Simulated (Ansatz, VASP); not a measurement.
## Re: VASP beside Ansatz

```
Re
1.0
     0.00000    1.95763    1.95763
     1.95763    0.00000    1.95763
     1.95763    1.95763    0.00000
Re
1
Cartesian
  0.0000 0.0000 0.0000
```

Alike in both runs: functional PBE; k mesh 24 × 24 × 24; occupations gaussian, width 0.1 eV; no spin polarisation.

Ansatz relaxed the structure, and its values are those at the end. VASP's run is a single point on that final structure, the one shown.

```csv
,VASP,Ansatz
version,VASP 6.6.1,Ansatz 0.2.0
potentials or method,"VASP PAW PBE potentials, release 64 (Re)","scalar-relativistic, plane waves, PAW"
plane-wave cutoff (eV),520,420
valence electrons in the cell,7,15
```

Ansatz gave:

* gap on the k mesh at the Fermi level (eV): none
* pressure (GPa): 0.0

Problem. Estimate VASP's values.

Solution. gap on the k mesh at the Fermi level (eV): none; pressure (GPa): -0.6.

A gap of «none» marks a metal or a gap that the smearing closes. The functional is the same, so the differences come from potentials, cutoffs and numerics. The two sets of potentials don't hold the same shells in valence.

Spin-orbit coupling is left out, which matters for the levels of Re.
